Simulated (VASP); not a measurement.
# O2C in VASP: a series of runs

The runs below take O2C through single point, with LDA, PBEsol, PBE+D3.

All numbers are computed with VASP 6.6.1; they aren't measurements. Logs are shortened: lines on timing, memory, paths and dates and some standing lists are left out, and cuts for length are marked.

### Step 1. Starting point

The cell holds a molecule in a box, 3 atoms: a = 12.155 Å, b = 12.655 Å, c = 13.155 Å, α = 90.00°, β = 90.00°, γ = 90.00°.

### Step 2. Single point, LDA

INCAR

```
SYSTEM = CO2
  PREC = Accurate
  ENCUT = 400
  EDIFF = 1E-6
  ISMEAR = 0
  SIGMA = 0.01
  LREAL = .False.
  LASPH = .True.
  NELM = 80
  ALGO = Normal
  ISIF = 2
  LWAVE = .False.
  LCHARG = .False.
  GGA = CA
  ISYM = 0
```

KPOINTS

```
regular mesh
0
Gamma
  1 1 1
  0 0 0
```

POSCAR

```
CO2                                     
1.0
   12.1554342666      0.0000000000      0.0000000000
    0.0000000000     12.6554342666      0.0000000000
    0.0000000000      0.0000000000     13.1554342666
  O               C             
     2     1
Selective dynamics
Direct
     0.4862752546000024    0.5649009669999998    0.4370815808999993   F   F   F
     0.5145190010528863    0.4394693769791599    0.5665609947385249   T   T   T
     0.5003978090328378    0.5021838403526742    0.5018258090849687   T   T   T
```

Potentials or basis: VASP PAW LDA potentials, release 64 (O, C).

Launch:

```console
cat potpaw_LDA.64/O/POTCAR potpaw_LDA.64/C/POTCAR > POTCAR
mpirun -np 4 vasp_gam > vasp.out
```

OUTCAR:

```text
SYSTEM = CO2
   PREC = Accurate
   ENCUT = 400
   EDIFF = 1E-6
   ISMEAR = 0
   LREAL = .False.
   LASPH = .True.
   NELM = 80
   ISIF = 2
   GGA = CA
   ISYM = 0

 ion  position               nearest neighbor table
   1  0.486  0.565  0.437-   3 1.18
   2  0.515  0.439  0.567-   3 1.18
   3  0.500  0.502  0.502-   2 1.18   1 1.18

IMPORTANT INFORMATION: All symmetrisations will be switched off!
NOSYMM: (Re-)initialisation of all symmetry stuff for point group C_1.

----------------------------------------------------------------------------------------

                                     Primitive cell

  volume of cell :    2023.7307

  direct lattice vectors                    reciprocal lattice vectors
    12.155434267  0.000000000  0.000000000     0.082267731  0.000000000  0.000000000
     0.000000000 12.655434267  0.000000000     0.000000000  0.079017439  0.000000000
     0.000000000  0.000000000 13.155434267     0.000000000  0.000000000  0.076014214

  length of vectors
    12.155434267 12.655434267 13.155434267     0.082267731  0.079017439  0.076014214

  position of ions in fractional coordinates (direct lattice)
     0.486275255  0.564900967  0.437081581
     0.514519001  0.439469377  0.566560995
     0.500397809  0.502183840  0.501825809

  ion indices of the primitive-cell ions
   primitive index   ion index
                 1           1
                 2           2
                 3           3

----------------------------------------------------------------------------------------

 KPOINTS: regular mesh

Automatic generation of k-mesh.
 Grid dimensions read from file:
 generate k-points for:    1    1    1

 Generating k-lattice:

  Cartesian coordinates                     Fractional coordinates (reciprocal lattice)
     0.082267731  0.000000000  0.000000000     1.000000000  0.000000000  0.000000000
     0.000000000  0.079017439  0.000000000     0.000000000  1.000000000  0.000000000
     0.000000000  0.000000000  0.076014214     0.000000000  0.000000000  1.000000000

  Length of vectors
     0.082267731  0.079017439  0.076014214

  Shift w.r.t. Gamma in fractional coordinates (k-lattice)
     0.000000000  0.000000000  0.000000000

 Subroutine IBZKPT returns following result:
 ===========================================

 Found      1 irreducible k-points:

 Following reciprocal coordinates:
            Coordinates               Weight
  0.000000  0.000000  0.000000      1.000000
   k-points           NKPTS =      1   k-points in BZ     NKDIM =      1   number of bands    NBANDS=     12
   number of dos      NEDOS =    301   number of ions     NIONS =      3
   total plane-waves  NPLWV = 604800
   dimension x,y,z NGX =    80 NGY =   84 NGZ =   90
   dimension x,y,z NGXF=   160 NGYF=  168 NGZF=  180
   ions per type =               2   1
   NGX,Y,Z   is equivalent  to a cutoff of  10.94, 11.03, 11.37 a.u.
   NGXF,Y,Z  is equivalent  to a cutoff of  21.88, 22.07, 22.75 a.u.
 SYSTEM =  CO2
   PREC   = accura    normal or accurate (medium, high low for compatibility)
   ISTART =      0    job   : 0-new  1-cont  2-samecut
   ICHARG =      2    charge: 1-file 2-atom 10-const
   ISPIN  =      1    spin polarized calculation?
   LNONCOLLINEAR =      F non collinear calculations
   LSORBIT =      F    spin-orbit coupling
   LASPH  =      T    aspherical Exc in radial PAW
   ENCUT  =  400.0 eV  29.40 Ry    5.42 a.u.  19.82 20.64 21.45*2*pi/ulx,y,z
   NELM   =     80;   NELMIN=  2; NELMDL= -5     # of ELM steps
   EDIFF  = 0.1E-05   stopping-criterion for ELM
   LREAL  =      F    real-space projection
   EDIFFG = 0.1E-04   stopping-criterion for IOM
   NSW    =      0    number of steps for IOM
   IBRION =     -1    ionic relax: 0-MD 1-quasi-New 2-CG
   NFREE  =      0    steps in history (QN), initial steepest desc. (CG)
   ISIF   =      2    stress and relaxation
   ISYM   =      0    0-nonsym 1-usesym 2-fastsym
   POTIM  = 0.5000    time-step for ionic-motion
   TEBEG  =    0.0;   TEEND  =   0.0 temperature during run
   PSTRESS=    0.0 pullay stress
   NELECT =      16.0000    total number of electrons
   NUPDOWN=      -1.0000    fix difference up-down
   EMIN   =  10.00;   EMAX   =-10.00  energy-range for DOS
   EFERMI =   0.00;   METHOD = LEGACY
   ISMEAR =     0;   SIGMA  =   0.01  broadening in eV -4-tet -1-fermi 0-gaus
   EFERMI_NEDOS =   21; number of points for ismear=-14 and -15
   IALGO  =     38    algorithm
   IMIX   =      4    mixing-type and parameters
     AMIX     =   0.40;   BMIX     =  1.00
     AMIX_MAG =   1.60;   BMIX_MAG =  1.00
  volume/ion in A,a.u.               =     674.58      4552.27
  Fermi-wavevector in a.u.,A,eV,Ry     =   0.326135  0.616306  1.447170  0.106364
  Thomas-Fermi vector in A             =   1.217734
   LORBIT       =      0    0 simple, 1 ext, 2 COOP (PROOUT), +10 PAW based schemes
   GGA     = CA    functional components
   LHFCALC =     F    Hartree Fock is set to
   AEXX    =    0.0000 exact exchange contribution
   IVDW    =     0    specifies the selected vdW correction
   LEPSILON=     F    determine dielectric tensor
   LRPA    =     F    only Hartree local field effects (RPA)
 non-spin polarized calculation
 Gauss-broadening in eV      SIGMA  =   0.01
  energy-cutoff  :      400.00
  volume of cell :     2023.73
 maximum number of plane-waves:     18401
 NGX is ok and might be reduce to    80
   NGX = 39   NGY = 41   NGZ = 43

 number of electron      15.9999995 magnetization

 Free energy of the ion-electron system (eV)
  ---------------------------------------------------
  ext. energy  EPLUGINS =         0.00000000
  ---------------------------------------------------
  free energy    TOTEN  =       -24.57326653 eV

  energy without entropy =      -24.57326653  energy(sigma->0) =      -24.57326653

 E-fermi :  -9.1145     XC(G=0):  -0.3834

 val. band max:       -9.2207101346   @ k =   0.0000   0.0000   0.0000
 cond. band min:      -1.0101780394   @ k =   0.0000   0.0000   0.0000
 fundamental gap:      8.2105320952
 Fermi energy:        -9.1145164028

 k-point     1 :       0.0000    0.0000    0.0000
  band No.  band energies     occupation
      1     -29.0266      2.00000
      2     -28.0631      2.00000
      3     -13.7284      2.00000
      4     -12.8144      2.00000
      5     -12.8143      2.00000
      6     -12.6669      2.00000
      7      -9.2209      2.00000
      8      -9.2207      2.00000
      9      -1.0102      0.00000
     10      -0.8108      0.00000
     11      -0.8102      0.00000
     12       0.2308      0.00000

------------------------ aborting loop because EDIFF is reached ----------------------------------------

  FORCE on cell =-STRESS in cart. coord.  units (eV):
  Direction    XX          YY          ZZ          XY          YZ          ZX
  --------------------------------------------------------------------------------------
  -------------------------------------------------------------------------------------
  Total       -1.5317807     -2.2494840     -2.3589927      0.1639545      0.8234801     -0.1786710
  in kB       -1.2127030     -1.7809051     -1.8676025      0.1298020      0.6519450     -0.1414529
  external PRESSURE =      -1.6204035 kB  Pullay stress =       0.0000000 kB

 VOLUME and BASIS-vectors are now :
 -----------------------------------------------------------------------------
  energy-cutoff  :      400.00
  volume of cell :     2023.73
      direct lattice vectors                 reciprocal lattice vectors
    12.155434267  0.000000000  0.000000000     0.082267731  0.000000000  0.000000000
     0.000000000 12.655434267  0.000000000     0.000000000  0.079017439  0.000000000
     0.000000000  0.000000000 13.155434267     0.000000000  0.000000000  0.076014214

 POSITION                                       TOTAL-FORCE (eV/Angst)
 -----------------------------------------------------------------------------------
      5.91089      7.14907      5.75000         0.127874     -0.587841      0.632408
      6.25420      5.56168      7.45336        -0.126087      0.581501     -0.625592
      6.08255      6.35535      6.60174        -0.001787      0.006341     -0.006817
 -----------------------------------------------------------------------------------
    total drift:                                0.000816     -0.000827     -0.001633

  FREE ENERGIE OF THE ION-ELECTRON SYSTEM (eV)
  ---------------------------------------------------
  free  energy   TOTEN  =       -24.5732665333 eV

  energy  without entropy=      -24.5732665333  energy(sigma->0) =      -24.57326653
```

Wall time 8.4 s (4 MPI ranks of AMD EPYC 9R45 (Zen 5), shared host); peak memory 0.28 GiB.

What came out:

```yaml
Free_energy: -24.5733 eV
Largest_force: 0.873 eV/Å
Gap_between_the_frontier_levels: 8.21 eV
```

Forces in eV/Å, atoms in the order of the input:
```
O    0.128 -0.588  0.632
O   -0.126  0.582 -0.626
C   -0.002  0.006 -0.007
```

Caveat: the cutoff is under 1.25 times the usual one of these potentials, so pressure, stress and relaxed cells hold a basis-set (Pulay) error; the standard files for N, O and F lose accuracy on very short bonds.

### Step 3. Single point, PBEsol

Changes to INCAR since step 2:

```diff
@@ -13,3 +13,3 @@
   LCHARG = .False.
-  GGA = CA
+  GGA = PS
   ISYM = 0
```

KPOINTS is that of step 2.

POSCAR is that of step 2.

Potentials or basis: VASP PAW PBE potentials, release 64 (O, C).

Launch:

```console
cat potpaw_PBE.64/O/POTCAR potpaw_PBE.64/C/POTCAR > POTCAR
mpirun -np 4 vasp_gam > vasp.out
```

OUTCAR:

```text
SYSTEM = CO2
   PREC = Accurate
   ENCUT = 400
   EDIFF = 1E-6
   ISMEAR = 0
   LREAL = .False.
   LASPH = .True.
   NELM = 80
   ISIF = 2
   GGA = PS
   ISYM = 0

 ion  position               nearest neighbor table
   1  0.486  0.565  0.437-   3 1.18
   2  0.515  0.439  0.567-   3 1.18
   3  0.500  0.502  0.502-   2 1.18   1 1.18

IMPORTANT INFORMATION: All symmetrisations will be switched off!
NOSYMM: (Re-)initialisation of all symmetry stuff for point group C_1.

[... 146 lines left out ...]
  FORCE on cell =-STRESS in cart. coord.  units (eV):
  Direction    XX          YY          ZZ          XY          YZ          ZX
  --------------------------------------------------------------------------------------
  -------------------------------------------------------------------------------------
  Total       -1.5819837     -1.6476025     -1.6530324      0.0161253      0.0900273     -0.0201542
  in kB       -1.2524485     -1.3043985     -1.3086973      0.0127664      0.0712741     -0.0159560
  external PRESSURE =      -1.2885148 kB  Pullay stress =       0.0000000 kB

 VOLUME and BASIS-vectors are now :
 -----------------------------------------------------------------------------
  energy-cutoff  :      400.00
  volume of cell :     2023.73
      direct lattice vectors                 reciprocal lattice vectors
    12.155434267  0.000000000  0.000000000     0.082267731  0.000000000  0.000000000
     0.000000000 12.655434267  0.000000000     0.000000000  0.079017439  0.000000000
     0.000000000  0.000000000 13.155434267     0.000000000  0.000000000  0.076014214

 POSITION                                       TOTAL-FORCE (eV/Angst)
 -----------------------------------------------------------------------------------
      5.91089      7.14907      5.75000         0.034758     -0.158040      0.171193
      6.25420      5.56168      7.45336        -0.032964      0.151534     -0.164292
      6.08255      6.35535      6.60174        -0.001794      0.006506     -0.006902
 -----------------------------------------------------------------------------------
    total drift:                                0.000821     -0.000851     -0.001628

  FREE ENERGIE OF THE ION-ELECTRON SYSTEM (eV)
  ---------------------------------------------------
  free  energy   TOTEN  =       -23.7578279790 eV

  energy  without entropy=      -23.7578279790  energy(sigma->0) =      -23.75782798
```

OSZICAR:

```text
N       E                     dE             d eps       ncg     rms          rms(c)
DAV:   1     0.188435894316E+03    0.18844E+03   -0.33129E+03    32   0.574E+02
DAV:   2     0.782120980366E+02   -0.11022E+03   -0.10097E+03    32   0.131E+02
DAV:   3    -0.129526979955E+02   -0.91165E+02   -0.87991E+02    32   0.127E+02
[... 14 lines left out ...]
DAV:  18    -0.237578091730E+02   -0.14470E-04   -0.26934E-07    20   0.405E-03    0.750E-04
DAV:  19    -0.237578214067E+02   -0.12234E-04   -0.28840E-07    16   0.354E-03    0.316E-04
DAV:  20    -0.237578242478E+02   -0.28411E-05   -0.92099E-08    20   0.205E-03    0.288E-04
DAV:  21    -0.237578270164E+02   -0.27686E-05   -0.53110E-08    16   0.161E-03    0.125E-04
DAV:  22    -0.237578279790E+02   -0.96266E-06   -0.16315E-08    16   0.946E-04
   1 F= -.23757828E+02 E0= -.23757828E+02  d E =-.229008E-56
```

stdout:

```text
POSCAR found type information on POSCAR O C
 POSCAR found :  2 types and       3 ions
 scaLAPACK will be used
 -----------------------------------------------------------------------------
|                                                                             |
|                                                                             |
|     You enforced a specific xc type in the INCAR file but a different       |
|     I HOPE YOU KNOW WHAT YOU ARE DOING!                                     |
|                                                                             |
 -----------------------------------------------------------------------------

 LDA part: xc-table for (Slater+PW92), standard interpolation
 POSCAR, INCAR and KPOINTS ok, starting setup
 FFT: planning ... GRIDC
 FFT: planning ... GRID_SOFT
 FFT: planning ... GRID
 WAVECAR not read
 entering main loop
```

It took 16 s on 4 MPI ranks of AMD EPYC 9R45 (Zen 5), shared host; peak memory 0.36 GiB.

What came out:

```yaml
Free_energy: -23.7578 eV
Largest_force: 0.236 eV/Å
Gap_between_the_frontier_levels: 8.12 eV
```

Forces in eV/Å, atoms in the order of the input:
```
O    0.035 -0.158  0.171
O   -0.033  0.152 -0.164
C   -0.002  0.007 -0.007
```

Caveat: the cutoff is under 1.25 times the usual one of these potentials, so pressure, stress and relaxed cells hold a basis-set (Pulay) error; the standard files for N, O and F lose accuracy on very short bonds; the PAW data sets were made with another functional, which shifts forces and pressure a little. Expect the measured gap to be larger: semilocal functionals such as PBEsol lack the derivative discontinuity.

(Part 1 of 2 ends here.)
